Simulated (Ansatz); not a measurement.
# The polar optical mode of AlAs at -1 GPa, worked through

Level of theory: DFT PBEsol, scalar-relativistic, plane waves, PAW in Ansatz. Cutoff 420 eV, 8×8×8 k-points (Γ-centred), fixed occupations. No spin polarisation. Phonons by linear response, acoustic sum rule imposed.

The cell, relaxed at -1 GPa:
```cif
data_structure
_symmetry_space_group_name_H-M 'F-43m'
_symmetry_Int_Tables_number 216
_cell_length_a 5.7015
_cell_length_b 5.7015
_cell_length_c 5.7015
_cell_angle_alpha 90.000
_cell_angle_beta 90.000
_cell_angle_gamma 90.000
_cell_volume 185.34
loop_
_atom_site_label
_atom_site_type_symbol
_atom_site_symmetry_multiplicity
_atom_site_Wyckoff_symbol
_atom_site_fract_x
_atom_site_fract_y
_atom_site_fract_z
_atom_site_occupancy
Al1 Al 4 a 0.00000 0.00000 0.00000 1
As1 As 4 c 0.25000 0.25000 0.25000 1
```

The run warned that the force constants aren't converged on this k mesh, so the frequencies and all that is formed from them are rough.

Linear response gives ν_TO = 347.3 cm⁻¹, Born charges ±2.167 e (positive on Al) and ε∞ = 9.605. The primitive cell holds 46.335 Å³, and the masses are 26.982 and 74.922 amu.

Question: Find ν_LO and the static dielectric constant.

Answer: The long-wave field adds a restoring force: ω_LO² − ω_TO² = Z*²e²/(ε_vac ε∞ μV). In these units ν_LO² − ν_TO² = 4.92064×10⁷ Z*²/(μ V ε∞) cm⁻², with μ = m₁m₂/(m₁ + m₂) = 19.837 amu: 26166 cm⁻². So ν_LO = √(347.3² + 26166) = 383.1 cm⁻¹, and the run gives 383.1. Lyddane–Sachs–Teller then gives ε0 = ε∞ (ν_LO/ν_TO)² = 11.69, against 11.69 in the run (it forms both from the same three quantities, so the match checks the arithmetic only). Between ν_TO and ν_LO the dielectric function is negative and an undamped crystal reflects fully: a reststrahlen band from 26.1 to 28.8 μm.

Question: What do the Clausius–Mossotti polarisability and the Szigeti charge come to?

Answer: With the Lorentz local field, α = (3V/4π)(ε∞ − 1)/(ε∞ + 2) = 8.20 Å³ for the pair, and e_S = 3Z*/(ε∞ + 2) = 0.56 e. The Born charge includes the electrons' response to the dipole's own local field, and e_S takes that enhancement out. The Lorentz field assumes point-like polarisable ions, a poor picture once ε∞ is this large, since the electron clouds then overlap or are shared, so both numbers are formal here.

Question: How strongly does a slow electron couple to the LO mode?

Answer: For one isotropic parabolic band, Fröhlich's constant is α_F = (1/ε∞ − 1/ε0) √(m* Ry/ħω_LO), with Ry = 13.606 eV, ħω_LO = 47.5 meV and m* in free-electron masses: α_F = 0.0186 × 16.92 × √m* = 0.31 √m*. The band mass isn't part of this run; for m* = 0.1, 0.3 and 1 it gives 0.10, 0.17, 0.31. In weak coupling the polaron lies α_F ħω_LO below the band edge (8 meV at m* = 0.3) with a mass m*(1 + α_F/6); past α_F of about 5 or 6 that expansion fails. A semilocal functional's ε∞ tends to be too large, which taken alone lowers α_F.

Cost: 1 run of about 1 core-minutes, on Arm Neoverse V1 (shared hosts).

AlAs comes out as a polar but largely covalent semiconductor, in which the electrons rather than the lattice provide most of the static screening. The Born charge of 2.167 e is sizeable, yet it measures the charge that flows as the sublattices move against each other, not a static ionic charge. Polarisable sp³ bonds let that charge shift easily, and the same bonds screen the long-range field it creates, which keeps the LO–TO splitting modest. The light Al atom carries most of the motion, which helps to place the mode high for a III–V arsenide.

The ε∞ of 9.605 lies above the measured value for AlAs, probably because too small a gap makes virtual interband transitions too easy. At a fixed Born charge, this also narrows the splitting. The Fröhlich estimates suggest large, weakly bound polarons rather than self-trapping by the polar mode. They don't settle electron mobility, since the conduction minima of AlAs lie near X, where the mass is anisotropic and intervalley scattering also matters.
